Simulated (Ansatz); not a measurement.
**CdS (F-43m): how the settings move a single-point run**

Question: which choices in the input matter for CdS (F-43m)?

The COD entry's cell or inner coordinates are ideal or old and differ from later refinements, so a difference from it is no clean test against experiment.

Program: Ansatz 0.2.0. Level of theory: reference: DFT r2SCAN, scalar-relativistic, plane waves, PAW. These are calculated values, not measurements.

## Step 1: The starting structure

It takes space group F-43m (No. 216, cubic). Conventional cell: a = 5.878 Å, b = 5.878 Å, c = 5.878 Å, α = 90.00°, β = 90.00°, γ = 90.00°. Around Cd (site symmetry -43m) lie 4 S at 2.55 Å. Around S (site symmetry -43m) lie 4 Cd at 2.55 Å.

Structure file:

```
CELL_PARAMETERS angstrom
0.00000 2.93892 2.93892
2.93892 0.00000 2.93892
2.93892 2.93892 0.00000
ATOMIC_POSITIONS crystal
Cd 0.00000 0.00000 0.00000
S 0.75000 0.75000 0.75000
```

## Step 2: The reference run

input.yaml

```yaml
crystal:
  lattice:
    - [0.0, 2.9389154368, 2.9389154368]
    - [2.9389154368, 0.0, 2.9389154368]
    - [2.9389154368, 2.9389154368, 0.0]
  atoms:
    - { symbol: Cd, position: [0.0, 0.0, 0.0] }
    - { symbol: S, position: [0.75, 0.75, 0.75] }
basis:
  ecutwfc: 500
  ecutrho_ratio: 4
kpoints:
  mp_grid: { grid: [8, 8, 8] }
hamiltonian:
  xc: r2scan
scf:
  occupations: { method: gaussian, width: 0.05 }
output:
  forces: true
  stress: true
  eigenvalues: true
```

Launch:

```sh
$ ansatz run input.yaml --threads 4 --pin off --max-ram 7168MiB --backend cpu --events-out ev --progress --plain --runs-dir out
```

## Step 3: Variant: ecutrho_ratio 6

input.yaml, as its differences from that of step 2:

```diff
@@ -10,3 +10,3 @@
   ecutwfc: 500
-  ecutrho_ratio: 4
+  ecutrho_ratio: 6
 kpoints:
@@ -20,2 +20,5 @@
   stress: true
-  eigenvalues: true
+  write_density: true
+  write_potential: true
+  elf: true
+  volumetric_format: npy
```

## Step 4: Changing settings: ecutrho_ratio 12, mp_grid.grid [12, 12, 12], occupations.method tetrahedron_uncorrected, width left out

input.yaml, as its differences from that of step 2:

```diff
@@ -10,5 +10,5 @@
   ecutwfc: 500
-  ecutrho_ratio: 4
+  ecutrho_ratio: 12
 kpoints:
-  mp_grid: { grid: [8, 8, 8] }
+  mp_grid: { grid: [12, 12, 12] }
 hamiltonian:
@@ -16,3 +16,3 @@
 scf:
-  occupations: { method: gaussian, width: 0.05 }
+  occupations: { method: tetrahedron_uncorrected }
 output:
@@ -20,2 +20 @@
   stress: true
-  eigenvalues: true
```

## Step 5: Changing settings: ecutwfc 51.4 Ry, mixing.algorithm msr1, mixing.beta 0.5

input.yaml, as its differences from that of step 2:

```diff
@@ -9,3 +9,3 @@
 basis:
-  ecutwfc: 500
+  ecutwfc: "51.4 Ry"
   ecutrho_ratio: 4
@@ -17,2 +17,3 @@
   occupations: { method: gaussian, width: 0.05 }
+  mixing: { algorithm: msr1, beta: 0.5 }
 output:
@@ -20,2 +21,5 @@
   stress: true
-  eigenvalues: true
+  write_density: true
+  write_potential: true
+  elf: true
+  volumetric_format: npy
```

## Step 6: Changing settings: ecutrho_ratio 8, preconditioner kerker_dos

input.yaml, as its differences from that of step 2:

```diff
@@ -10,3 +10,3 @@
   ecutwfc: 500
-  ecutrho_ratio: 4
+  ecutrho_ratio: 8
 kpoints:
@@ -17,2 +17,3 @@
   occupations: { method: gaussian, width: 0.05 }
+  mixing: { preconditioner: kerker_dos }
 output:
@@ -20,2 +21 @@
   stress: true
-  eigenvalues: true
```

## Step 7: Variant: ecutrho_ratio 8

input.yaml, as its differences from that of step 2:

```diff
@@ -10,3 +10,3 @@
   ecutwfc: 500
-  ecutrho_ratio: 4
+  ecutrho_ratio: 8
 kpoints:
@@ -20,2 +20 @@
   stress: true
-  eigenvalues: true
```

What does the calculation give? Wanted: for each run, ending; energy change; pressure; gap; force.

The runs gave:

```csv
run,ending,energy change,pressure (GPa),gap (eV),force (eV/Å),cycles,time
reference,converged,0,0.0,1.54,0.00,6,1.3 s
1: ecutrho_ratio 6,converged,0.0 meV/atom,0.0,1.54,0.00,6,1.9 s
"2: ecutrho_ratio 12, mp_grid.grid [12, 12, 12], occupations.method tetrahedron_uncorrected, width left out",converged,-0.1 meV/atom (σ→0),0.0,1.54,0.00,6,3.5 s
"3: ecutwfc 51.4 Ry, mixing.algorithm msr1, mixing.beta 0.5",converged,-1.7 meV/atom,0.0,1.54,0.00,6,2.4 s
"4: ecutrho_ratio 8, preconditioner kerker_dos",converged,0.0 meV/atom,0.0,1.54,0.00,6,1.7 s
5: ecutrho_ratio 8,converged,0.0 meV/atom,0.0,1.54,0.00,6,1.7 s
```

Times don't compare one to one where runs were asked for different outputs or read a saved state (see the inputs); cycles may leave out searches for a lower state.

Residual by cycle in the longest SCF loop of each run; runs are numbered as in the table. The quantity is the density residual dr2, in eV.

```csv
cycle,reference,run 1,run 2,run 3,run 4,run 5
1,0.00954,0.00954,0.00954,0.00974,0.00954,0.00954
2,0.00202,0.00202,0.00202,0.00205,0.00202,0.00202
3,4.6e-4,4.6e-4,4.5e-4,4.4e-4,4.6e-4,4.6e-4
4,7.6e-7,7.6e-7,8.0e-7,8.3e-7,7.6e-7,7.6e-7
5,4.6e-8,4.6e-8,4.3e-8,7.0e-8,4.6e-8,4.6e-8
6,1.1e-9,1.1e-9,4.0e-9,1.2e-8,1.1e-9,1.1e-9
```

What this shows: No change moves the result by more than the table shows.

The gaps are Kohn-Sham values of a semilocal functional, not quasiparticle or optical gaps. Such gaps usually fall short of the measured ones.
